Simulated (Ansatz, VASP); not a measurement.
**HfN: VASP beside Ansatz**

Contents of INCAR:

```
SYSTEM = HfN
  PREC = Accurate
  ENCUT = 520
  EDIFF = 1E-8
  ISMEAR = -1
  SIGMA = 0.01
  LREAL = .FALSE.
  LASPH = .TRUE.
  NELM = 80
  ALGO = Normal
  ISIF = 2
  LWAVE = .FALSE.
  LCHARG = .FALSE.
  GGA = PS
  LEFG = .TRUE.
  NBANDS = 14
```

The input KPOINTS:

```
regular mesh
0
G
  10 10 10
  0 0 0
```

File POSCAR:

```
HfN
1.0
    0.0000000000      2.2665050385      2.2665050385
    2.2665050385      0.0000000000      2.2665050385
    2.2665050385      2.2665050385      0.0000000000
Hf N
1 1
Direct
    0.0000000000      0.0000000000      0.0000000000
    0.5000000000      0.5000000000      0.5000000000
```

Input for Ansatz:

```yaml
crystal:
  lattice:
    - [0.0, 2.2665050385, 2.2665050385]
    - [2.2665050385, 0.0, 2.2665050385]
    - [2.2665050385, 2.2665050385, 0.0]
  atoms:
    - { symbol: Hf, position: [0.0, 0.0, 0.0] }
    - { symbol: "N", position: [0.5, 0.5, 0.5] }
kpoints:
  mp_grid: { grid: [10, 10, 10] }
scf:
  occupations: { method: fermi_dirac, width: 0.01 }
hamiltonian:
  xc: pbesol
  pseudopotentials: { kind: all_electron, datasets: crystal }
output:
  forces: true
  stress: true
  eigenvalues: true
  efg: { contact_densities: true }
```

Change from the starting cell: volume scaled by 1.01, crystal datasets.

Alike in both runs: task electric field gradients; functional PBEsol; k mesh 10 × 10 × 10; occupations fermi-dirac, width 0.01 eV; no spin polarisation.

|  | VASP | Ansatz |
| --- | --- | --- |
| version | VASP 6.6.1 | Ansatz 0.2.0 |
| potentials or method | VASP PAW PBE potentials, release 64 (Hf_pv, N) | all-electron PAW with datasets made for the crystal, scalar-relativistic |
| plane-wave cutoff (eV) | 520 | see its input |

VASP gave:

| Item | Value |
| --- | --- |
| pressure (GPa) | -7.8 |
| Vzz of the field gradient on the site that differs most (V/Å²) | 0.0 |

Which values does Ansatz return?

Pressure (GPa): -5.6; Vzz of the field gradient on the site that differs most (V/Å²): 0.0.

Ansatz ran all-electron here, so the differences hold the error of VASP's frozen core and of both bases. Ansatz warned: «gradients_without_spin_orbit».

Caveats: the PAW data sets were made with another functional, which shifts forces and pressure a little (VASP). The runs have no spin-orbit coupling, so splittings on Hf are missing.
